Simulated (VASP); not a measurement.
Input of a VASP 6.6.1 run:

File INCAR:

```
ALGO     = Fast           # electronic algorithm
EDIFF    = 1E-6           # SCF threshold, eV
ENCUT    = 520            # plane-wave cutoff, eV
GGA      = PS             # functional
ISIF     = 2              # what is computed and relaxed
ISMEAR   = 0              # smearing method
LASPH    = T              # aspherical terms in the spheres
LCHARG   = F              # write CHGCAR
LREAL    = F              # projectors in reciprocal space
LWAVE    = F              # write WAVECAR
NBANDS   = 22             # bands
NELM     = 100            # most SCF steps
PREC     = Accurate       # precision mode
SIGMA    = 0.05           # smearing width, eV
```

The input KPOINTS:

```
k-points
0
Gamma
  1 1 10
```

Contents of POSCAR:

```
BPH3
1.0
   12.9000000000      0.0000000000      0.0000000000
    0.0000000000     14.2000000000      0.0000000000
    0.0000000000      0.0000000000      3.1962447920
B P H
2 2 6
Direct
    0.5619427285      0.5351145289      0.0000000000
    0.4380572715      0.3759535172      0.5000000000
    0.5619427285      0.6146950348      0.5000000000
    0.4380572715      0.4555340231      0.0000000000
    0.6372629558      0.4867309500      0.0000000000
    0.4720648103      0.6724300617      0.5000000000
    0.6518206467      0.6724300617      0.5000000000
    0.5133774987      0.3275699383      0.5000000000
    0.3627370442      0.3275699383      0.5000000000
    0.3481793533      0.5132690500      0.0000000000
```

Potentials or basis: VASP PAW PBE potentials, release 64 (B, P, H).

Command:

```sh
$ cat potpaw_PBE.64/B/POTCAR potpaw_PBE.64/P/POTCAR potpaw_PBE.64/H/POTCAR > POTCAR
$ mpirun -np 1 vasp_std > vasp.out
```

Q: Predict the band gap on the k mesh.

A: 2.81 eV, direct.

Q: What does it give for the largest force?

A: 1.545 eV/Å.

Forces on the atoms (eV/Å):
```
B   -0.913  1.103  0.000
B   -0.289  1.026  0.000
P    0.171 -1.535  0.000
P    0.602 -1.181  0.000
H    0.382 -0.222  0.000
H    0.259  0.343  0.000
H   -0.215  0.447  0.000
H    0.620 -0.060  0.000
H   -0.602 -0.149  0.000
H   -0.013  0.227  0.000
```

Caveat: the PAW data sets were made with another functional, which shifts forces and pressure a little. Expect the measured gap to be larger: semilocal functionals such as PBEsol lack the derivative discontinuity.
